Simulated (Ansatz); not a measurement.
RbBr, space group Pm-3m, a projected density of states

Program: the Ansatz DFT code, driven from Python.

Contents of `rbbr.extxyz`:
```text
2
Lattice="4.1260773 0.0 0.0 0.0 4.1260773 0.0 0.0 0.0 4.1260773" Properties=species:S:1:pos:R:3 pbc="T T T"
Rb    0.00000000    0.00000000    0.00000000
Br    2.06303865    2.06303865    2.06303865
```

Run as a notebook:

In [1]:
```python
import warnings

import ansatz as az
import numpy as np
```

In [2]:
```python
warnings.simplefilter("ignore", az.DeckWarning)
```

In [3]:
```python
system = az.Crystal.from_extxyz("rbbr.extxyz")
```

In [4]:
```python
system.resolved().tree()["lattice"]
```
Out [4]:
```text
((4.1260773, 0.0, 0.0), (0.0, 4.1260773, 0.0), (0.0, 0.0, 4.1260773))
```

In [5]:
```python
calculation = (
    system.calculation()
    .functional("r2scan")
    .kpoints(4)
    .occupations("fixed")
    .scf(extra_bands=10)
    .density_of_states(projected=True, method="smearing", broadening_width=0.15, energy_step=0.1)
)
with warnings.catch_warnings(record=True) as caught:
    warnings.simplefilter("always")
    done = calculation.run()
print("warnings raised:", sorted(w.category.__name__ for w in caught) or "none")
r = done.report
```
```text
warnings raised: ['DeckWarning']
```

In [6]:
```python
done.unlabelled_reasons
```
Out [6]:
```text
['no_forces']
```

In [7]:
```python
dos = done.density_of_states()
energy = np.asarray(dos.energies_ev) - dos.fermi_ev
curves = {}
for site in done.projected_density_of_states().sites:
    for shell in site.shells:
        weight = sum(np.sum(curve.g_bin_mean_per_ev, axis=0) for curve in shell.curves)
        name = f"{site.species} {shell.label}"
        curves[name] = curves.get(name, 0) + weight
```

In [8]:
```python
print("E-EF   " + " ".join(f"{name:>8s}" for name in curves))
for e in np.arange(-6, 4 + 0.1, 1.0):
    print(f"{e:5.1f}  " + " ".join(f"{np.interp(e, energy, g):8.3f}" for g in curves.values()))
```
```text
E-EF      Rb 4S    Rb 5S    Rb 4P    Br 4S    Br 4P
 -6.0     0.000    0.000    0.000    0.000    0.000
 -5.0     0.000    0.000    0.000    0.000    0.000
 -4.0     0.000    0.000    0.000    0.000    0.000
 -3.0     0.000    0.000    0.000    0.000    0.000
 -2.0     0.000    0.002    0.000    0.000    0.010
 -1.0     0.010    0.169    0.028    0.025    3.588
  0.0     0.000    0.000    0.004    0.000    2.232
  1.0     0.000    0.000    0.000    0.000    0.000
  2.0     0.000    0.000    0.000    0.000    0.000
  3.0     0.000    0.000    0.000    0.000    0.000
  4.0     0.000    0.000    0.000    0.000    0.000
```

Semilocal gaps usually lie well under measured ones. With fixed filling the reported Fermi level is the top filled level among the k-points of the SCF. The empty d shell of the heavier alkali and alkaline-earth atoms, which makes much of a conduction band, may have no channel. The crystal has a gap of about 4.83 eV on the mesh; any density of states at or just above the Fermi level is the tail of the broadening. This cell is a computed structure, which may not be the phase found in nature. Curves are summed over the cell's atoms. Only shells that the potentials hold have channels, so projections don't add up to the total, least of all where a shell is missing (p of most metals); heights and places of peaks move with the mesh. The density of states is complete only as far up as bands were computed. Wall time of the script: 3.4 s on 1 thread of Arm Neoverse V2 (shared host), peak memory 0.39 GiB.
